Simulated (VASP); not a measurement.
# SrCl2 (Fm-3m) in VASP: single point with r2SCAN

Aim: the single point of SrCl2 with r2SCAN.

All numbers are computed with VASP 6.6.1; they aren't measurements. Logs are shortened: lines on timing, memory, paths and dates and some standing lists are left out, and cuts for length are marked.

## Step 1: The crystal as given

It takes space group Fm-3m (No. 225, cubic). The conventional cell has a = 6.996 Å, b = 6.996 Å, c = 6.996 Å, α = 90.00°, β = 90.00°, γ = 90.00°. Around Sr (site symmetry m-3m) lie 8 Cl at 3.03 Å. Around Cl (site symmetry -43m) lie 4 Sr at 3.03 Å.

## Step 2: Single point, r2SCAN

File POSCAR:

```
SrCl2
1.0
    0.0000000000      3.4979774592      3.4979774592
    3.4979774592      0.0000000000      3.4979774592
    3.4979774592      3.4979774592      0.0000000000
Sr Cl
1 2
Direct
    0.0000000000      0.0000000000      0.0000000000
    0.2500000000      0.2500000000      0.2500000000
    0.7500000000      0.7500000000      0.7500000000
```

File INCAR.step1:

```
SYSTEM = SrCl2
ALGO = Normal ; EDIFF = 1E-4
ENCUT = 520 ; GGA = PE
ISMEAR = 0 ; LASPH = .True.
LCHARG = .False. ; LREAL = .False.
LWAVE = .True. ; NBANDS = 19
NELM = 100 ; PREC = Accurate
SIGMA = 0.05
```

File INCAR.step2:

```
SYSTEM = SrCl2
ALGO = Normal ; EDIFF = 1E-7
ENCUT = 520 ; ISIF = 2
ISMEAR = 0 ; ISTART = 1
LASPH = .True. ; LCHARG = .False.
LMIXTAU = .True. ; LREAL = .False.
LWAVE = .False. ; METAGGA = R2SCAN
NBANDS = 19 ; NELM = 100
PREC = Accurate ; SIGMA = 0.05
```

File KPOINTS:

```
k-points
0
Gamma
  6 6 6
  0 0 0
```

Potentials or basis: VASP PAW PBE potentials, release 64 (Sr_sv, Cl).

Started as:

```sh
$ cat potpaw_PBE.64/Sr_sv/POTCAR potpaw_PBE.64/Cl/POTCAR > POTCAR
$ cp INCAR.step1 INCAR
$ mpirun -np 1 vasp_std > vasp.out
$ cp INCAR.step2 INCAR
$ mpirun -np 1 vasp_std > vasp.out
```

OUTCAR:

```text
SYSTEM = SrCl2
   EDIFF = 1E-7
   ENCUT = 520
   ISIF = 2
   ISMEAR = 0
   ISTART = 1
   LASPH = .True.
   LREAL = .False.
   METAGGA = R2SCAN
   NELM = 100
   PREC = Accurate

 ion  position               nearest neighbor table
   1  0.000  0.000  0.000-   2 3.03   3 3.03   3 3.03   3 3.03   3 3.03   2 3.03   2 3.03   2 3.03

   2  0.250  0.250  0.250-   1 3.03   1 3.03   1 3.03   1 3.03
   3  0.750  0.750  0.750-   1 3.03   1 3.03   1 3.03   1 3.03

  LATTYP: Found a face centered cubic cell.
 ALAT       =     6.9959549184

  Lattice vectors:

 A1 = (   0.0000000000,   3.4979774592,   3.4979774592)
 A2 = (   3.4979774592,   0.0000000000,   3.4979774592)
 A3 = (   3.4979774592,   3.4979774592,   0.0000000000)

Analysis of symmetry for initial positions (statically):
=====================================================================
 Subroutine PRICEL returns:
 Original cell was already a primitive cell.

 Routine SETGRP: Setting up the symmetry group for a
 face centered cubic supercell.

 Subroutine GETGRP returns: Found 48 space group operations
 (whereof 48 operations were pure point group operations)
 out of a pool of 48 trial point group operations.

The static configuration has the point symmetry O_h .

Analysis of symmetry for dynamics (positions and initial velocities):
=====================================================================
 Subroutine PRICEL returns:
 Original cell was already a primitive cell.

 Routine SETGRP: Setting up the symmetry group for a
 face centered cubic supercell.

 Subroutine GETGRP returns: Found 48 space group operations
 (whereof 48 operations were pure point group operations)
 out of a pool of 48 trial point group operations.

The dynamic configuration has the point symmetry O_h .

 Subroutine INISYM returns: Found 48 space group operations
 (whereof 48 operations are pure point group operations),
 and found     1 'primitive' translations

----------------------------------------------------------------------------------------

                                     Primitive cell

  volume of cell :      85.6014

  direct lattice vectors                    reciprocal lattice vectors
     0.000000000  3.497977459  3.497977459    -0.142939743  0.142939743  0.142939743
     3.497977459  0.000000000  3.497977459     0.142939743 -0.142939743  0.142939743
     3.497977459  3.497977459  0.000000000     0.142939743  0.142939743 -0.142939743

  length of vectors
     4.946887164  4.946887164  4.946887164     0.247578898  0.247578898  0.247578898

  position of ions in fractional coordinates (direct lattice)
     0.000000000  0.000000000  0.000000000
     0.250000000  0.250000000  0.250000000
     0.750000000  0.750000000  0.750000000

  ion indices of the primitive-cell ions
   primitive index   ion index
                 1           1
                 2           2
                 3           3

----------------------------------------------------------------------------------------

 KPOINTS: k-points

Automatic generation of k-mesh.
 Grid dimensions read from file:
 generate k-points for:    6    6    6

 Generating k-lattice:

  Cartesian coordinates                     Fractional coordinates (reciprocal lattice)
    -0.023823291  0.023823291  0.023823291     0.166666667  0.000000000  0.000000000
     0.023823291 -0.023823291  0.023823291     0.000000000  0.166666667  0.000000000
     0.023823291  0.023823291 -0.023823291     0.000000000  0.000000000  0.166666667

  Length of vectors
     0.041263150  0.041263150  0.041263150

  Shift w.r.t. Gamma in fractional coordinates (k-lattice)
     0.000000000  0.000000000  0.000000000

 Subroutine IBZKPT returns following result:
 ===========================================

 Found     16 irreducible k-points:

 Following reciprocal coordinates:
            Coordinates               Weight
  0.000000  0.000000  0.000000      1.000000
  0.166667  0.000000  0.000000      8.000000
  0.333333  0.000000  0.000000      8.000000
  0.500000  0.000000  0.000000      4.000000
  0.166667  0.166667  0.000000      6.000000
  0.333333  0.166667  0.000000     24.000000
[... 8 lines left out ...]
 -0.333333  0.333333  0.166667     24.000000
 -0.333333  0.500000  0.166667     12.000000
   k-points           NKPTS =     16   k-points in BZ     NKDIM =     16   number of bands    NBANDS=     19
   number of dos      NEDOS =    301   number of ions     NIONS =      3
   total plane-waves  NPLWV =  64000
   dimension x,y,z NGX =    40 NGY =   40 NGZ =   40
   dimension x,y,z NGXF=    80 NGYF=   80 NGZF=   80
   ions per type =               1   2
   NGX,Y,Z   is equivalent  to a cutoff of  13.44, 13.44, 13.44 a.u.
   NGXF,Y,Z  is equivalent  to a cutoff of  26.88, 26.88, 26.88 a.u.
 SYSTEM =  SrCl2
   PREC   = accura    normal or accurate (medium, high low for compatibility)
   ISTART =      1    job   : 0-new  1-cont  2-samecut
   ICHARG =      0    charge: 1-file 2-atom 10-const
   ISPIN  =      1    spin polarized calculation?
   LNONCOLLINEAR =      F non collinear calculations
   LSORBIT =      F    spin-orbit coupling
   LASPH  =      T    aspherical Exc in radial PAW
   ENCUT  =  520.0 eV  38.22 Ry    6.18 a.u.   9.20  9.20  9.20*2*pi/ulx,y,z
   NELM   =    100;   NELMIN=  2; NELMDL=  0     # of ELM steps
   EDIFF  = 0.1E-06   stopping-criterion for ELM
   LREAL  =      F    real-space projection
   EDIFFG = 0.1E-05   stopping-criterion for IOM
   NSW    =      0    number of steps for IOM
   IBRION =     -1    ionic relax: 0-MD 1-quasi-New 2-CG
   NFREE  =      0    steps in history (QN), initial steepest desc. (CG)
   ISIF   =      2    stress and relaxation
   ISYM   =      2    0-nonsym 1-usesym 2-fastsym
   POTIM  = 0.5000    time-step for ionic-motion
   TEBEG  =    0.0;   TEEND  =   0.0 temperature during run
   PSTRESS=    0.0 pullay stress
   NELECT =      24.0000    total number of electrons
   NUPDOWN=      -1.0000    fix difference up-down
   EMIN   =  10.00;   EMAX   =-10.00  energy-range for DOS
   EFERMI =   0.00;   METHOD = LEGACY
   ISMEAR =     0;   SIGMA  =   0.05  broadening in eV -4-tet -1-fermi 0-gaus
   EFERMI_NEDOS =   21; number of points for ismear=-14 and -15
   IALGO  =     38    algorithm
   IMIX   =      4    mixing-type and parameters
     AMIX     =   0.40;   BMIX     =  1.00
     AMIX_MAG =   1.60;   BMIX_MAG =  1.00
  volume/ion in A,a.u.               =      28.53       192.56
  Fermi-wavevector in a.u.,A,eV,Ry     =   1.071482  2.024808 15.620493  1.148074
  Thomas-Fermi vector in A             =   2.207224
   LORBIT       =      0    0 simple, 1 ext, 2 COOP (PROOUT), +10 PAW based schemes
   METAGGA = R2SCAN    functional components
   LHFCALC =     F    Hartree Fock is set to
   AEXX    =    0.0000 exact exchange contribution
   IVDW    =     0    specifies the selected vdW correction
   LEPSILON=     F    determine dielectric tensor
   LRPA    =     F    only Hartree local field effects (RPA)
 non-spin polarized calculation
 Gauss-broadening in eV      SIGMA  =   0.05
  energy-cutoff  :      520.00
  volume of cell :       85.60
 maximum number of plane-waves:      2332
 NGX is ok and might be reduce to    40
   NGX = 19   NGY = 19   NGZ = 19

 number of electron      24.0000002 magnetization

 Free energy of the ion-electron system (eV)
  ---------------------------------------------------
  ext. energy  EPLUGINS =         0.00000000
  ---------------------------------------------------
  free energy    TOTEN  =       -35.69706365 eV

  energy without entropy =      -35.69706365  energy(sigma->0) =      -35.69706365

 E-fermi :  -0.0682     XC(G=0):  -8.7293

 val. band max:       -0.2749600730   @ k =   0.5000   0.5000   0.0000
 cond. band min:       5.6610046661   @ k =   0.0000   0.0000   0.0000
 fundamental gap:      5.9359647390
 Fermi energy:        -0.0681502017

 k-point     1 :       0.0000    0.0000    0.0000
  band No.  band energies     occupation
      1     -34.2526      2.00000
      2     -15.6190      2.00000
      3     -15.6190      2.00000
      4     -15.6190      2.00000
      5     -14.1365      2.00000
      6     -13.2788      2.00000
[... 11 lines left out ...]
     18       9.3355      0.00000
     19       9.7438      0.00000

 k-point     2 :       0.1667    0.0000    0.0000
  band No.  band energies     occupation
      1     -34.2518      2.00000
      2     -15.7120      2.00000
      3     -15.6223      2.00000
      4     -15.6223      2.00000
      5     -13.9811      2.00000
      6     -13.3358      2.00000
[... 11 lines left out ...]
     18       9.1205      0.00000
     19      10.2135      0.00000

 k-point     3 :       0.3333    0.0000    0.0000
  band No.  band energies     occupation
      1     -34.2502      2.00000
      2     -15.8563      2.00000
      3     -15.6289      2.00000
      4     -15.6289      2.00000
      5     -13.7642      2.00000
      6     -13.3888      2.00000
[... 11 lines left out ...]
     18       8.9913      0.00000
     19       9.4489      0.00000

 k-point     4 :       0.5000    0.0000    0.0000
  band No.  band energies     occupation
      1     -34.2494      2.00000
      2     -15.9150      2.00000
      3     -15.6321      2.00000
      4     -15.6321      2.00000
      5     -13.7342      2.00000
      6     -13.3459      2.00000
[... 11 lines left out ...]
     18       9.0311      0.00000
     19       9.3261      0.00000

 k-point     5 :       0.1667    0.1667    0.0000
  band No.  band energies     occupation
      1     -34.2515      2.00000
      2     -15.7350      2.00000
      3     -15.6268      2.00000
      4     -15.6268      2.00000
      5     -13.9246      2.00000
      6     -13.3593      2.00000
[... 11 lines left out ...]
     18       9.1334      0.00000
     19       9.3897      0.00000

 k-point     6 :       0.3333    0.1667    0.0000
  band No.  band energies     occupation
      1     -34.2502      2.00000
      2     -15.8393      2.00000
      3     -15.6500      2.00000
      4     -15.6340      2.00000
      5     -13.7077      2.00000
      6     -13.4334      2.00000
[... 11 lines left out ...]
     18       8.9489      0.00000
     19       9.8391      0.00000

 k-point     7 :       0.5000    0.1667    0.0000
  band No.  band energies     occupation
      1     -34.2492      2.00000
      2     -15.8901      2.00000
      3     -15.6912      2.00000
      4     -15.6367      2.00000
      5     -13.6420      2.00000
      6     -13.3918      2.00000
[... 11 lines left out ...]
     18       9.2598      0.00000
     19       9.5325      0.00000

 k-point     8 :      -0.3333    0.1667    0.0000
  band No.  band energies     occupation
      1     -34.2494      2.00000
      2     -15.8658      2.00000
      3     -15.6985      2.00000
      4     -15.6322      2.00000
      5     -13.6464      2.00000
      6     -13.4131      2.00000
[... 80 lines left out ...]
 k-point    12 :      -0.3333    0.3333    0.0000
  band No.  band energies     occupation
      1     -34.2486      2.00000
      2     -15.8441      2.00000
      3     -15.7920      2.00000
      4     -15.6406      2.00000
      5     -13.5284      2.00000
      6     -13.4336      2.00000
[... 11 lines left out ...]
     18       9.6146      0.00000
     19      10.3451      0.00000

 k-point    13 :       0.5000    0.5000    0.0000
  band No.  band energies     occupation
      1     -34.2484      2.00000
      2     -15.9819      2.00000
      3     -15.6503      2.00000
      4     -15.6503      2.00000
      5     -13.5849      2.00000
      6     -13.3632      2.00000
[... 11 lines left out ...]
     18       9.1011      0.00000
     19      10.4646      0.00000

 k-point    14 :       0.5000    0.3333    0.1667
  band No.  band energies     occupation
      1     -34.2492      2.00000
      2     -15.8736      2.00000
      3     -15.7126      2.00000
      4     -15.6398      2.00000
      5     -13.5396      2.00000
      6     -13.4835      2.00000
[... 11 lines left out ...]
     18       9.1673      0.00000
     19      10.1821      0.00000

 k-point    15 :      -0.3333    0.3333    0.1667
  band No.  band energies     occupation
      1     -34.2486      2.00000
      2     -15.8509      2.00000
      3     -15.7819      2.00000
      4     -15.6441      2.00000
      5     -13.5278      2.00000
      6     -13.4341      2.00000
[... 11 lines left out ...]
     18       9.7036      0.00000
     19      10.1126      0.00000

 k-point    16 :      -0.3333    0.5000    0.1667
  band No.  band energies     occupation
      1     -34.2484      2.00000
      2     -15.9062      2.00000
      3     -15.7414      2.00000
      4     -15.6506      2.00000
      5     -13.5215      2.00000
      6     -13.4116      2.00000
[... 11 lines left out ...]
     18      10.0877      0.00000
     19      10.4503      0.00000

------------------------ aborting loop because EDIFF is reached ----------------------------------------

  FORCE on cell =-STRESS in cart. coord.  units (eV):
  Direction    XX          YY          ZZ          XY          YZ          ZX
  --------------------------------------------------------------------------------------
  -------------------------------------------------------------------------------------
  Total        0.0114680      0.0114680      0.0114680     -0.0000000      0.0000000      0.0000000
  in kB        0.2146429      0.2146429      0.2146429     -0.0000000      0.0000000      0.0000000
  external PRESSURE =       0.2146429 kB  Pullay stress =       0.0000000 kB

 VOLUME and BASIS-vectors are now :
 -----------------------------------------------------------------------------
  energy-cutoff  :      520.00
  volume of cell :       85.60
      direct lattice vectors                 reciprocal lattice vectors
     0.000000000  3.497977459  3.497977459    -0.142939743  0.142939743  0.142939743
     3.497977459  0.000000000  3.497977459     0.142939743 -0.142939743  0.142939743
     3.497977459  3.497977459  0.000000000     0.142939743  0.142939743 -0.142939743

 POSITION                                       TOTAL-FORCE (eV/Angst)
 -----------------------------------------------------------------------------------
      0.00000      0.00000      0.00000        -0.000000      0.000000      0.000000
      1.74899      1.74899      1.74899        -0.000000     -0.000000     -0.000000
      5.24697      5.24697      5.24697         0.000000      0.000000      0.000000
 -----------------------------------------------------------------------------------
    total drift:                               -0.000000     -0.000000      0.000000

  FREE ENERGIE OF THE ION-ELECTRON SYSTEM (eV)
  ---------------------------------------------------
  free  energy   TOTEN  =       -35.6970636544 eV

  energy  without entropy=      -35.6970636544  energy(sigma->0) =      -35.69706365
```

Wall time 2 min (1 thread of Intel Xeon Platinum 8375C at 2.90GHz (Ice Lake), shared host); peak memory 0.26 GiB.

Results:

* Free energy: -35.6971 eV
* Pressure: 0.0 GPa
* Band gap on the k mesh: 5.94 eV, indirect (least direct gap 5.99 eV)

Levels at points of the mesh, in eV from the valence-band top:
| k point | band 8 | band 9 | band 10 | band 11 | band 12 | band 13 | band 14 | band 15 | band 16 | band 17 |
| --- | --- | --- | --- | --- | --- | --- | --- | --- | --- | --- |
| (0.00, 0.00, 0.00) | -2.12 | -2.12 | -0.34 | -0.34 | -0.34 | 5.94 | 6.69 | 6.69 | 9.61 | 9.61 |
| (0.50, 0.00, 0.00) | -1.56 | -1.47 | -1.33 | -1.06 | -1.06 | 7.29 | 7.29 | 8.22 | 8.23 | 9.31 |
| (0.50, 0.50, 0.00) | -1.90 | -1.90 | -0.39 | -0.39 | 0.00 | 5.99 | 7.77 | 8.20 | 8.68 | 8.68 |

Caveat: the PAW data sets were made with another functional, which shifts forces and pressure a little.
